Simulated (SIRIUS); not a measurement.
Set up this calculation in SIRIUS 7.10.0, as the native input.

| Quantity | Value |
| --- | --- |
| Task | single point |
| Functional | PBE |
| Potentials or basis | in-house norm-conserving set, PBE (scalar relativistic) |
| Cutoff | 1127 eV |
| Density cutoff | 4507 eV |
| k mesh | 7 × 7 × 7 |
| Occupations | fermi-dirac, width 0.05 eV |
| Spin | no spin polarisation |
| Libxc names | ["XC_GGA_X_PBE", "XC_GGA_C_PBE"] |
| Energy tol | 1e-08 Ha |
| Density tol | 1e-06 |
| Mixer | anderson |
| Mixing beta | 0.7 |
| Max scf | 100 |
| Radial cutoff for the potentials' integrals | 6.5 bohr |

Crystal: HgTe (Coloradoite).

```
Hg Te
1.0
     0.00000    3.21450    3.21450
     3.21450    0.00000    3.21450
     3.21450    3.21450    0.00000
Hg Te
1 1
Direct
  0.00000 0.00000 0.00000
  0.75000 0.75000 0.75000
```

One way to write it, as run:

sirius.json

```json
{
  "control": {
    "processing_unit": "cpu",
    "verbosity": 2,
    "num_bands_to_print": 27,
    "print_forces": true,
    "print_stress": true
  },
  "parameters": {
    "electronic_structure_method": "pseudopotential",
    "xc_functionals": ["XC_GGA_X_PBE", "XC_GGA_C_PBE"],
    "gk_cutoff": 9.1,
    "pw_cutoff": 18.2,
    "ngridk": [7, 7, 7],
    "shiftk": [0, 0, 0],
    "smearing": "fermi_dirac",
    "smearing_width": 0.0018374661,
    "num_bands": 27,
    "num_mag_dims": 0,
    "num_dft_iter": 100,
    "energy_tol": 1e-08,
    "density_tol": 1e-06
  },
  "iterative_solver": {
    "type": "davidson",
    "min_tolerance": 1e-09,
    "tolerance_scale": [0.1, 0.25]
  },
  "mixer": {
    "type": "anderson",
    "beta": 0.7,
    "max_history": 8
  },
  "settings": {
    "tol_ne": 1e-10,
    "pseudo_grid_cutoff": 6.5
  },
  "unit_cell": {
    "lattice_vectors": [
      [0.0, 6.07452462761, 6.07452462761],
      [6.07452462761, 0.0, 6.07452462761],
      [6.07452462761, 6.07452462761, 0.0]
    ],
    "atom_coordinate_units": "lattice",
    "atom_types": ["Hg", "Te"],
    "atom_files": {
      "Hg": "Hg.json",
      "Te": "Te.json"
    },
    "atoms": {
      "Hg": [
        [0.0, 0.0, 0.0]
      ],
      "Te": [
        [0.75, 0.75, 0.75]
      ]
    }
  }
}
```

Potentials or basis: in-house norm-conserving set, PBE (scalar relativistic).

Command:

```sh
$ upf_to_json Hg.upf
$ upf_to_json Te.upf
$ OMP_NUM_THREADS=1 sirius.scf --input=sirius.json --output=out.json --task=0
```

Results of the run:

| Item | Value |
| --- | --- |
| Pressure | 4.6 GPa |
| Band gap on the k mesh | 0.00 eV |

Caveat: spin-orbit coupling is left out, which moves the levels of the heavy elements; an odd mesh through Γ misses points on the zone boundary, where band edges often lie.

It took 2.9 min on 1 thread of Arm Neoverse N1 (shared host), peak memory 0.52 GiB.
